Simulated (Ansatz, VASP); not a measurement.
CdTe: VASP beside Ansatz

```
CELL_PARAMETERS angstrom
3.25724 3.25724 0.00000
-3.25724 3.25724 0.00000
0.00000 3.25724 3.25724
ATOMIC_POSITIONS crystal
Cd 0.00000 0.00000 0.00000
Te 0.75000 0.25000 0.50000
```

Alike in both runs: functional LDA; k mesh 6 × 6 × 6; no spin polarisation.

Ansatz relaxed the structure, and its values are those at the end. VASP's run is a single point on that final structure, the one shown.

```csv
,VASP,Ansatz
version,VASP 6.6.1,Ansatz 0.2.0
potentials or method,"VASP PAW LDA potentials, release 64 (Cd, Te)","PAW with Ansatz's default frozen-core files, scalar-relativistic"
plane-wave cutoff (eV),520,420
occupations,"gaussian, width 0.01 eV",fixed
valence electrons in the cell,18,36
```

Ansatz gave:

| Property | Result |
| --- | --- |
| pressure (GPa) | -2.0 |

Which values does VASP return?

Pressure (GPa): -1.8.

The two sets of potentials don't hold the same shells in valence.
